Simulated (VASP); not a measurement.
BaS in VASP 6.6.1, single-point calculation

INCAR

```
PREC = Accurate
NBANDS = 15
NELM = 120
LCHARG = .FALSE.
GGA = PE
LWAVE = .FALSE.
LASPH = .TRUE.
ISIF = 2
ISMEAR = -1
IBRION = -1
EDIFF = 1E-7
SIGMA = 0.02
NSW = 0
LREAL = .FALSE.
ALGO = Fast
ENCUT = 520
```

KPOINTS

```
KPOINTS created by Atomic Simulation Environment
0
Gamma
6 6 6
0 0 0
```

POSCAR

```
Ba S
 1.0000000000000000
     0.0000000000000000    3.5194117709000001    3.5194117709000001
     3.5194117709000001    0.0000000000000000    3.5194117709000001
     3.5194117709000001    3.5194117709000001    0.0000000000000000
 Ba  S
   1   1
Cartesian
  0.0000000000000000  0.0000000000000000  0.0000000000000000
  1.7597058854500001  1.7597058854500001  1.7597058854500001
```

The recommended PBE PAW datasets give the neutral cell 16 valence electrons.

Command

```
mpirun -np 1 vasp_std
```

OSZICAR

```
N       E                     dE             d eps       ncg     rms          rms(c)
DAV:   1     0.922799478688E+02    0.92280E+02   -0.63090E+03   480   0.883E+02
DAV:   2    -0.365856452472E+01   -0.95939E+02   -0.87742E+02   650   0.164E+02
DAV:   3    -0.105766370685E+02   -0.69181E+01   -0.68703E+01   700   0.479E+01
DAV:   4    -0.107212776004E+02   -0.14464E+00   -0.14461E+00   664   0.695E+00
DAV:   5    -0.107233780205E+02   -0.21004E-02   -0.21004E-02   708   0.676E-01    0.510E+00
RMM:   6    -0.974961183112E+01    0.97377E+00   -0.13059E+00   499   0.394E+00    0.353E+00
RMM:   7    -0.970919440003E+01    0.40417E-01   -0.42147E-01   541   0.236E+00    0.236E+00
RMM:   8    -0.974380329058E+01   -0.34609E-01   -0.10875E-01   484   0.199E+00    0.108E+00
RMM:   9    -0.973224613563E+01    0.11557E-01   -0.76262E-03   634   0.581E-01    0.796E-01
RMM:  10    -0.973191926952E+01    0.32687E-03   -0.20864E-02   663   0.541E-01    0.207E-01
RMM:  11    -0.973397837960E+01   -0.20591E-02   -0.31016E-03   602   0.308E-01    0.277E-01
RMM:  12    -0.973398915640E+01   -0.10777E-04   -0.66598E-04   704   0.101E-01    0.249E-01
RMM:  13    -0.973399901427E+01   -0.98579E-05   -0.12295E-04   757   0.440E-02    0.249E-01
RMM:  14    -0.973400933049E+01   -0.10316E-04   -0.26468E-05   785   0.201E-02    0.251E-01
RMM:  15    -0.973380558027E+01    0.20375E-03   -0.24847E-04   736   0.703E-02    0.102E-01
RMM:  16    -0.973382148042E+01   -0.15900E-04   -0.65220E-04   798   0.993E-02    0.896E-02
RMM:  17    -0.973378967090E+01    0.31810E-04   -0.23334E-05   601   0.238E-02    0.668E-02
RMM:  18    -0.973377377043E+01    0.15900E-04   -0.19167E-05   609   0.206E-02    0.457E-02
RMM:  19    -0.973377165338E+01    0.21171E-05   -0.27487E-06   655   0.113E-02    0.370E-02
RMM:  20    -0.973376642550E+01    0.52279E-05   -0.34633E-05   740   0.255E-02    0.490E-03
RMM:  21    -0.973376649760E+01   -0.72103E-07   -0.83540E-07   634   0.571E-03
   1 F= -.97337665E+01 E0= -.97337665E+01  d E =-.184936E-12
```

Standard output (part)

```
POSCAR found type information on POSCAR BaS
 POSCAR found :  2 types and       2 ions
 LDA part: xc-table for (Slater+PW92), standard interpolation
 POSCAR, INCAR and KPOINTS ok, starting setup
 WAVECAR not read
 entering main loop
```

From OUTCAR

```
k-points           NKPTS =     16   k-points in BZ     NKDIM =     16   number of bands    NBANDS=     15

   NELECT =      16.0000    total number of electrons

   dimension x,y,z NGX =    40 NGY =   40 NGZ =   40
   dimension x,y,z NGXF=    80 NGYF=   80 NGZF=   80

  energy-cutoff  :      520.00
  volume of cell :       87.18
      direct lattice vectors                 reciprocal lattice vectors
     0.000000000  3.519411771  3.519411771    -0.142069196  0.142069196  0.142069196
     3.519411771  0.000000000  3.519411771     0.142069196 -0.142069196  0.142069196
     3.519411771  3.519411771  0.000000000     0.142069196  0.142069196 -0.142069196

 k-points in reciprocal lattice and weights: KPOINTS created by Atomic Simulation Env
   0.00000000  0.00000000  0.00000000       0.005
   0.16666667  0.00000000  0.00000000       0.037
   0.33333333  0.00000000  0.00000000       0.037
   0.50000000  0.00000000  0.00000000       0.019
   0.16666667  0.16666667  0.00000000       0.028
   0.33333333  0.16666667  0.00000000       0.111
   0.50000000  0.16666667  0.00000000       0.111
  -0.33333333  0.16666667  0.00000000       0.111
   ...

 E-fermi :   0.3611

 k-point     1 :       0.0000    0.0000    0.0000
  band No.  band energies     occupation
      1     -26.2698      2.00000
      2     -11.4502      2.00000
      3     -11.4502      2.00000
      4     -11.4502      2.00000
      5     -10.0834      2.00000
      6      -0.8516      2.00000
      7      -0.8516      2.00000
      8      -0.8516      2.00000
      9       2.5874      0.00000
     10       4.8702      0.00000
     11       4.8702      0.00000
     12       6.7918      0.00000
     13       6.7918      0.00000
     14       6.7918      0.00000
     15       9.7935      0.00000

 k-point     2 :       0.1667    0.0000    0.0000
  band No.  band energies     occupation
      1     -26.2662      2.00000
      2     -11.6518      2.00000
      3     -11.4601      2.00000
      4     -11.4601      2.00000
      5      -9.8747      2.00000
      6      -0.9189      2.00000
      7      -0.7823      2.00000
      8      -0.7823      2.00000
      9       3.1624      0.00000
     10       4.6884      0.00000
     11       4.6884      0.00000
     12       6.4848      0.00000
     13       7.1530      0.00000
     14       7.1530      0.00000
     15       8.3820      0.00000

 k-point     3 :       0.3333    0.0000    0.0000
  band No.  band energies     occupation
      1     -26.2589      2.00000
      2     -11.9495      2.00000
      3     -11.4795      2.00000
      4     -11.4795      2.00000
      5      -9.5710      2.00000
      6      -0.8759      2.00000
      7      -0.6534      2.00000
      8      -0.6534      2.00000
      9       4.0650      0.00000
     10       4.7347      0.00000
     11       4.7347      0.00000
     12       5.8417      0.00000
     13       6.8594      0.00000
     14       6.8594      0.00000
     15       7.4327      0.00000

 ...

  Total        0.2048405      0.2048405      0.2048405      0.0000000      0.0000000      0.0000000
  in kB        3.7643165      3.7643165      3.7643165      0.0000000      0.0000000      0.0000000
  external PRESSURE =       3.7643165 kB  Pullay stress =       0.0000000 kB

 POSITION                                       TOTAL-FORCE (eV/Angst)
 -----------------------------------------------------------------------------------
      0.00000      0.00000      0.00000         0.000000      0.000000      0.000000
      1.75971      1.75971      1.75971        -0.000000     -0.000000     -0.000000
 -----------------------------------------------------------------------------------
    total drift:                                0.000000      0.000000     -0.000000

  FREE ENERGIE OF THE ION-ELECTRON SYSTEM (eV)
  ---------------------------------------------------
  free  energy   TOTEN  =        -9.7337664976 eV

  energy  without entropy=       -9.7337664976  energy(sigma->0) =       -9.73376650
```

It converged. Results: gap between bands v and c on the k mesh 2.76 eV; least direct gap on the k mesh 3.42 eV; pressure 0.4 GPa. Band v is the last that the valence electrons fill when counted band by band, and c is the next.

For comparison, a separate PBE run of the intended cell, on usual settings and not on those above, gives a gap of 2.76 eV on its mesh and a pressure of 0.4 GPa.

The run above took about 19 s on one core of a shared host (Intel Xeon 6975P-C) and held 0.24 GiB at most.
